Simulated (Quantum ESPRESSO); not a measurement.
## InPd under changes of volume

One of the cells (17.513 Å³/atom); the others are scaled copies at fixed shape and fractional positions:

```
In Pd
1.0
     3.27188    0.00000    0.00000
     0.00000    3.27188    0.00000
     0.00000    0.00000    3.27188
In Pd
1 1
Cartesian
  0.0000 0.0000 0.0000
  1.6359 1.6359 1.6359
```

The cell comes from a database or a generator and needn't be the stable form of this composition.

```yaml
Program: Quantum ESPRESSO 7.5
Functional: PBE
Potentials_or_basis: SSSP 1.3 efficiency PBE
Cutoff: 816 eV
Density_cutoff: 5987 eV
k_mesh: 8 × 8 × 8
Occupations: fermi-dirac, width 0.05 eV
Spin: no spin polarisation
```

```csv
volume (Å³/atom),energy over the lowest point (meV/atom),pressure (GPa)
16.462,59.63,13.3
16.813,34.23,9.6
17.163,16.43,6.4
17.513,?,?
17.863,0.07,1.0
18.214,0.00,-1.3
18.564,4.58,-3.2
```

Task: What does the run at 17.513 Å³/atom give?

Result: Energy over the lowest point 5.32 meV/atom; pressure 3.5 GPa.

Worked out: A Birch-Murnaghan fit of order 3 (a polynomial in V^(-2/3)) to the other rows has its minimum at 18.04 Å³/atom with B0 = V·E''(V) = 115 GPa and B' = 5.4. It gives 5.30 meV/atom at 17.513 Å³/atom, against the run's 5.32, and -dE/dV = 3.7 GPa, against 3.5.

Energies are extrapolated to zero smearing.
